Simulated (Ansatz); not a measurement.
# MgTe: the cost of one run

Computed with Ansatz 0.2.0 (DFT r2SCAN, scalar-relativistic, plane waves, PAW, unless a step's input says otherwise).

3 further runs of the same task are left out: 2 that didn't finish, 1 set aside as unsound or not needed.

**1. The starting structure**

The structure is cubic, space group F-43m (No. 216). Conventional cell: a = 6.571 Å, b = 6.571 Å, c = 6.571 Å, α = 90.00°, β = 90.00°, γ = 90.00°. Around Hg (site symmetry -43m) lie 4 Te at 2.85 Å. Te (site symmetry -43m) has 4 Hg at 2.85 Å as nearest neighbours.

Structure file:

```xyz
2
Lattice="0.0000 3.2855 3.2855 3.2855 0.0000 3.2855 3.2855 3.2855 0.0000" Properties=species:S:1:pos:R:3 pbc="T T T"
Hg    0.0000    0.0000    0.0000
Te    1.6428    1.6428    1.6428
```

It is the result of an earlier relaxation at this level (volume 35.47 Å³/atom; gap on the mesh: none (metal)).

**2. The second end member**

MgTe is put into the same structure and relaxed.

The cell holds 1 Mg, 1 Te: a = 4.672 Å, b = 4.672 Å, c = 4.672 Å, α = 60.00°, β = 60.00°, γ = 60.00°.

**3. Quick check of gap, pressure and forces (MgTe)**

Contents of input.yaml:

```yaml
crystal:
  lattice:
    - [0.0, 3.3033870067, 3.3033870067]
    - [3.3033870067, 0.0, 3.3033870067]
    - [3.3033870067, 3.3033870067, 0.0]
  atoms:
    - { symbol: Mg, position: [0.0, 0.0, 0.0] }
    - { symbol: Te, position: [0.25, 0.25, 0.25] }
basis:
  ecutwfc: 500
kpoints:
  mp_grid: { grid: [6, 6, 6] }
hamiltonian:
  xc: r2scan
scf:
  occupations: { method: gaussian, width: 0.1 }
output:
  forces: true
  stress: true
  eigenvalues: true
```

Run with:

```sh
ansatz run input.yaml --threads 2 --pin off --max-ram 5120MiB --backend cpu --events-out ev --progress --plain --runs-dir out
```

What time and memory should one allow on 2 threads of AMD EPYC 9R45 (Zen 5), shared host?

About 1.1 s, with a peak of 0.55 GiB.
